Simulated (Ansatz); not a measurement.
Sb:

```
CELL_PARAMETERS angstrom
-1.87134 1.87134 1.87134
1.87134 -1.87134 1.87134
1.87134 1.87134 -1.87134
ATOMIC_POSITIONS crystal
Sb 0.00000 0.00000 0.00000
```

This isn't the form of Sb at room conditions, which is rhombohedral.

| Quantity | Value |
| --- | --- |
| Program | Ansatz 0.2.0 |
| Task | relaxation of cell and atoms |
| Functional | PBEsol |
| Dispersion | D3(BJ)-ATM |
| Potentials or basis | Ansatz PAW |
| Cutoff | 420 eV (not typed: the program's choice for these potentials) |
| k mesh | 10 × 10 × 10 |
| Occupations | fermi-dirac, width 0.05 eV |
| Spin | no spin polarisation |

At the start: volume 26.21 Å³/atom.

Problem. Where does the relaxation end?

Solution. It ends after 5 steps and the volume is 25.08 Å³/atom (-4.3 %); space group Im-3m (No. 229, to 0.05 Å).

The path:
| step | energy change (eV) | largest force (eV/Å) | volume (Å³) |
| --- | --- | --- | --- |
| 1 | 0.0000 | 0.0000 | 26.21 |
| 2 | -0.0090 | 0.0000 | 24.57 |
| 3 | -0.0113 | 0.0000 | 25.11 |
| 4 | -0.0113 | 0.0000 | 25.08 |
| 5 | -0.0110 | 0.0000 | 25.08 |

Final structure:
```
Sb
1.0
    -1.84393    1.84393    1.84393
     1.84393   -1.84393    1.84393
     1.84393    1.84393   -1.84393
Sb
1
Direct
  0.00000 0.00000 0.00000
```

Caveat: the plane-wave basis is chosen anew once the cell has moved, so the energies of steps on either side of that aren't comparable; pairwise dispersion overbinds metals, which lowers pressure and volume; the PAW data sets come from PBE, with cores solved anew for the run's functional, which leaves a small shift of forces and pressure.
